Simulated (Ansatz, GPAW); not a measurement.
# Geometry or basis: what sets the conductance of an Ir chain with a Pd atom on top of one atom, part 4 of 4

Wanted: T(E) of an Ir chain with a Pd atom on top of one atom at a relaxed geometry in two programs, beside the unrelaxed structure.

GPAW 26.7.0 and Ansatz 0.2.0; Ansatz plane waves; relaxation of the junction with the lead ends held (the session's first sound run).

So far, transmission at the Fermi level (one spin): step 3 (plane-wave reference (PBE)) 2.57; step 5 (single-zeta polarised basis, PBE, GPAW) 2.69; step 6 (GPAW, sz: basis = "sz(dzp)", PBE, GPAW) 2.70; step 7 (LDA in the dzp basis: xc = "LDA") 2.62; step 8 (the structure as built: geometry = "as built", PBE, GPAW) 5.29.

**10. The levels side by side (continued)**

Transmission, zone mean, sum over the listed spins against energy, zero at the Fermi level:

```
energy (eV)  pw-pbe    dzp    szp     sz  dzp-LDA  asbuilt
     -2.000    1.23   1.24   1.44   1.52     1.27     3.05
     -1.800    1.52   1.52   1.69   1.96     1.54     3.00
     -1.600    2.25   2.45   2.55   2.66     2.51     2.91
     -1.450    3.49   2.69   2.69   2.58     2.60     2.99
     -1.400    2.90   3.22   2.59   2.42     3.29     3.06
     -1.200    2.56   2.42   2.48   2.54     2.41     3.61
     -1.000    2.94   2.89   3.00   3.03     2.87     3.87
     -0.800    3.63   3.37   3.27   3.25     3.35     4.21
     -0.750    3.78   3.57   3.45   3.42     3.54     4.38
     -0.675    3.64   3.82   3.68   3.60     3.80     4.62
     -0.600    3.39   3.63   3.75   3.70     3.61     4.80
     -0.475    3.30   3.54   4.08   4.03     3.47     5.03
     -0.400    3.53   3.70   3.67   3.67     3.69     5.16
     -0.200    2.82   2.87   2.96   2.97     2.89     5.41
      0.000    2.57   2.61   2.69   2.70     2.62     5.29
      0.200    1.56   1.49   1.53   1.51     1.50     3.80
      0.400    1.49   1.50   1.61   1.63     1.55     3.85
      0.600    1.59   1.53   1.59   1.61     1.53     3.81
      0.800    1.22   1.17   1.18   1.21     1.16     3.63
      1.000    1.10   1.10   1.11   1.12     1.10     2.95
      1.200    1.07   1.06   1.09   1.08     1.06     2.89
      1.400    1.06   1.06   1.12   1.10     1.07     2.80
      1.600    1.17   1.21   1.36   1.29     1.25     2.68
      1.775    1.38   1.33   1.40   1.36     1.28     2.56
      1.800    1.37   1.29   1.34   1.31     1.23     2.55
      2.000    1.07  0.999  0.998  0.999    0.999    0.988
```

**11. A varied run**

One more run, with changed settings.

This step: GPAW LCAO, PAW setups; Landauer transmission from Green's functions with principal layers (ASE), zero bias (GPAW 26.7.0).

File run.py:

```python
import json
import numpy as np
from ase import Atoms
from ase.transport.calculators import TransportCalculator
from gpaw import GPAW, FermiDirac
from gpaw.lcao.tools import get_lcao_hamiltonian
from scipy.linalg import eigh

# The junction with lead layers at both ends, along the third cell vector
device = Atoms(
    ['Ir', 'Ir', 'Ir', 'Ir', 'Ir', 'Ir', 'Ir', 'Ir', 'Ir', 'Pd', 'Ir', 'Ir', 'Ir', 'Ir', 'Ir', 'Ir', 'Ir', 'Ir'],
    positions=[
        [4.50000, 4.50000, 1.15000],
        [4.50000, 4.50000, 3.45000],
        [4.50000, 4.50000, 5.75000],
        [4.50000, 4.50000, 8.05000],
        [4.50000, 4.50000, 10.35000],
        [4.50000, 4.50000, 12.65000],
        [4.40741, 3.92519, 15.04273],
        [4.47335, 4.60627, 17.33819],
        [3.93681, 3.73753, 19.55617],
        [6.09320, 4.92544, 19.51866],
        [4.47815, 4.60515, 21.76199],
        [4.38360, 3.93248, 24.05818],
        [4.50000, 4.50000, 26.45000],
        [4.50000, 4.50000, 28.75000],
        [4.50000, 4.50000, 31.05000],
        [4.50000, 4.50000, 33.35000],
        [4.50000, 4.50000, 35.65000],
        [4.50000, 4.50000, 37.95000]],
    cell=[[9.0, 0.0, 0.0], [0.0, 9.0, 0.0], [0.0, 0.0, 39.1]],
    pbc=True)

# One principal layer of the lead: the first 5 atoms of the device
lead = Atoms(
    ['Ir', 'Ir', 'Ir', 'Ir', 'Ir'],
    positions=[
        [4.50000, 4.50000, 1.15000],
        [4.50000, 4.50000, 3.45000],
        [4.50000, 4.50000, 5.75000],
        [4.50000, 4.50000, 8.05000],
        [4.50000, 4.50000, 10.35000]],
    cell=[[9.0, 0.0, 0.0], [0.0, 9.0, 0.0], [0.0, 0.0, 11.5]],
    pbc=True)

settings = dict(mode='lcao', basis='dzp', xc='PBE', h=0.2,
                occupations=FermiDirac(0.1), maxiter=60,
                mixer=dict(beta=0.1, nmaxold=8, weight=100.0),
                convergence=dict(density=0.0001))
energies = np.arange(-2, 2 + 1e-9, 0.025)
eta = 0.0001
n1, n2 = 1, 1
# k and -k transmit alike, so half of the mesh across the current serves
mesh = [(i, j) for i in range(n1) for j in range(n2) if (i, j) <= (-i % n1, -j % n2)]
weights = np.array([1 if (i, j) == (-i % n1, -j % n2) else 2 for i, j in mesh]) / (n1 * n2)

# [... helper functions left out ...]
fermi_lead = ground_state(lead, (1, 1, 1), 'lead.txt')
fermi_device = ground_state(device, (1, 1, 2), 'device.txt')
# [... loop over the mesh left out, but for ...]
        # Shift the lead onto the potential of the device's first layer
        shift = ((H[:, 0, 0] - H0[:, 0, 0]) / S0[0, 0]).real.mean()
# [...]
kT = 8.617333e-5 * 300
bias = [0.1, 0.2, 0.5, 1.0, 1.5, 2.0]
# [... integrals and printing left out ...]
```

Command:

```console
$ OMP_NUM_THREADS=1 OPENBLAS_NUM_THREADS=1 python run.py
```

The program printed:

```text
basis functions: device 486, principal layer 135
Fermi level: lead -3.8179 eV, device -3.7411 eV; lead shifted by -0.0276 eV
largest coupling past the next layer 1.48e-06 eV, largest misfit of the first layer 0.213 eV
  E-E_F (eV)   T (one spin)  [channel counts left out]
    -2.000    1.2358e+00
    -1.975    1.2833e+00
    -1.950    1.3254e+00
    -1.925    1.3622e+00
    -1.900    1.3949e+00
    -1.875    1.4248e+00
    -1.850    1.4539e+00
    -1.825    1.4839e+00
    -1.800    1.5167e+00
    -1.775    1.5553e+00
    -1.750    1.6040e+00
    -1.725    1.6692e+00
    -1.700    1.7614e+00
    -1.675    1.8937e+00
    -1.650    2.0739e+00
    -1.625    2.2826e+00
[...]
1.825    1.1962e+00
     1.850    1.1499e+00
     1.875    1.1069e+00
     1.900    1.0692e+00
     1.925    1.0376e+00
     1.950    1.0119e+00
     1.975    9.9253e-01
     2.000    9.9820e-01
conductance at 300 K: 2.5612 G0 a cell; thermopower 9.424 uV/K
current from the zero-bias T(E) at 0.1 V: 19.744 uA
current from the zero-bias T(E) at 0.2 V: 38.908 uA
current from the zero-bias T(E) at 0.5 V: 91.807 uA
current from the zero-bias T(E) at 1.0 V: 186.23 uA
current from the zero-bias T(E) at 1.5 V: 284.91 uA
current from the zero-bias T(E) at 2.0 V: 369.05 uA
```

It took 5.9 min on 1 thread of Arm Neoverse V1, shared host; peak memory 1.5 GiB.

The run finished. A setting was moved off its sound value on purpose, so it serves as a test and not as the result.

The fault put into the input: one k-point along the lead (lead_nz = 1).

Side by side:

```csv
quantity,this run,sound run,difference
conductance (G₀),2.5612,2.5788,-0.0176
largest coupling past the next principal layer (eV),1.481e-6,1.484e-6,-3.3e-9
largest misfit of the first principal layer (eV),0.21301,0.12689,0.0861
shift that aligns the lead (eV),-0.027566,-0.0019041,-0.0257
transmission at the Fermi level (one spin),2.5864,2.6060,-0.0196
```

The two runs differ clearly in the largest misfit of the first principal layer: 0.213 eV against 0.127 eV.

**12. Summary of results**

```json
{
 "conductance": "2.58 G₀",
 "transmission at the Fermi level, mean of the spins": "2.61"
}
```

In the dzp basis the junction conducts 2.58 G₀ at 300 K, with T = 2.61 a spin at the Fermi level; the sz basis reaches that conductance within 10 %. Relaxation moved atoms by up to 0.95 Å and took the conductance from 5.17 to 2.58 G₀, as a ratio a larger change than the step from dzp to the minimal basis. Plane waves (PBE) give T = 2.57 there. At the Fermi level the three most open eigenchannels pass 0.99, 0.90 and 0.70. Measured against the first run (pw-pbe), the nearest curve is that of dzp (r.m.s. 0.13) and the farthest that of asbuilt (1.7). Over the compared runs wall time goes from 153 s (sz) to 366 s (dzp), on a shared host; the plane-wave run used 4 threads and the orbital runs 1. The leads kept an estimated spacing and the cell its length, so the junction may be under some tension or compression. The run had no spin polarisation, so a magnetic state, which chains and small molecules with open shells often have, wasn't tested. Spin-orbit coupling is left out, which matters for the heavy atoms here. An evenly spaced straight chain is an idealisation: free chains tend to dimerise, zigzag or, where a band edge lies near the Fermi level, turn magnetic. The currents use the zero-bias T(E) throughout, which holds only while the bias is small against the distance to the nearest feature. The thermopower isn't quoted: it samples T(E) farther from the Fermi level than the conductance does, and the energy grid wasn't tested for it.

[Logs are printed without paths, hosts, clocks, repeated set-up lines and the standing remarks that a program may print on its own settings, such as how far it seeks lower states.]

[Hosts, paths, dates, database ids (printed as entryN), source tags and the programs' standing remarks are cut or masked in the printed files.]
